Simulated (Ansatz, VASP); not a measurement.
## Two plane-wave programs on Si

INCAR

```
SYSTEM = Si
  PREC = Accurate
  ENCUT = 520
  EDIFF = 1E-6
  ISMEAR = 0
  SIGMA = 0.1
  LREAL = .False.
  LASPH = .True.
  NELM = 80
  ALGO = Normal
  ISIF = 2
  LWAVE = .False.
  LCHARG = .False.
  LDIPOL = .True.
  IDIPOL = 3
  DIPOL = 0.5 0.5 0.413
  GGA = PE
  IVDW = 12
  NBANDS = 16
```

File KPOINTS:

```
regular mesh
0
Gamma
  9 9 1
  0 0 0
```

Contents of POSCAR:

```
Si
1.0
    3.8472023583      0.0000000000      0.0000000000
   -1.9236011791      3.3317749758      0.0000000000
    0.0000000000      0.0000000000     18.4446971457
Si
4
Direct
    0.3333333333      0.6666666667      0.2695814701
    0.6666666667      0.3333333333      0.2439725610
    0.1111111111      0.8888888889      0.5825358400
    0.4444444444      0.5555555556      0.5569269309
```

Input for Ansatz:

```yaml
crystal:
  lattice:
    - [3.8472023583, 0.0, 0.0]
    - [-1.9236011791, 3.3317749758, 0.0]
    - [0.0, 0.0, 18.4446971457]
  atoms:
    - { symbol: Si, position: [0.3333333333, 0.6666666667, 0.2695814701] }
    - { symbol: Si, position: [0.6666666667, 0.3333333333, 0.243972561] }
    - { symbol: Si, position: [0.1111111111, 0.8888888889, 0.58253584] }
    - { symbol: Si, position: [0.4444444444, 0.5555555556, 0.5569269309] }
basis:
  ecutwfc: 420
kpoints:
  mp_grid: { grid: [9, 9, 1] }
hamiltonian:
  xc: pbe
  dispersion: d3bj
scf:
  occupations: { method: gaussian, width: 0.1 }
output:
  forces: true
  eigenvalues: true
efield:
  axis: 3
  dipole_correction: true
  ramp_width: 0.04
```

Alike in both runs: task single point; functional PBE; dispersion D3(BJ); k mesh 9 × 9 × 1; occupations gaussian, width 0.1 eV; no spin polarisation.

|  | VASP | Ansatz |
| --- | --- | --- |
| version | VASP 6.6.1 | Ansatz 0.2.0 |
| potentials or method | VASP PAW PBE potentials, release 64 (Si) | scalar-relativistic, plane waves, PAW |
| plane-wave cutoff (eV) | 520 | 420 |
| valence electrons in the cell | 16 | 16 |

Ansatz gave:

- gap on the k mesh at the Fermi level (eV): 0.04
- least direct gap on the mesh (eV): 0.04
- rms of the force components (eV/Å): 0.021

Task: Which values does VASP return?

Result: gap on the k mesh at the Fermi level (eV): 0.04; least direct gap on the mesh (eV): 0.04; rms of the force components (eV/Å): 0.019.

Atom by atom the forces differ by 0.004 eV/Å (rms over components).
